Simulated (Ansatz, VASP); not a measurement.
## One calculation of MgO, two programs

```xyz
2
Lattice="0.0000 2.3059 2.3059 2.3059 0.0000 2.3059 2.3059 2.3059 0.0000" Properties=species:S:1:pos:R:3 pbc="T T T"
Mg    0.0000    0.0000    0.0000
O     1.1529    1.1529    1.1529
```

Alike in both runs: functional PBE; k mesh 13 × 13 × 13; occupations fermi-dirac, width 0.08 eV; no spin polarisation.

Ansatz relaxed the structure, and its values are those at the end. VASP's run is a single point on that final structure, the one shown.

```csv
,VASP,Ansatz
version,VASP 6.6.1,Ansatz 0.2.0
potentials or method,"VASP PAW PBE potentials, release 64 (Mg, O)","PAW with Ansatz's default frozen-core files, scalar-relativistic"
plane-wave cutoff (eV),520,420
valence electrons in the cell,8,16
```

Ansatz gave:

- gap on the k mesh at the Fermi level (eV): 3.48
- pressure (GPa): 0.0

Q: What did VASP give for the same quantities?

A: gap on the k mesh at the Fermi level (eV): 3.47; pressure (GPa): -0.3.

The two sets of potentials don't hold the same shells in valence.

Caveats: an odd mesh through Γ misses points on the zone boundary, where band edges often lie.
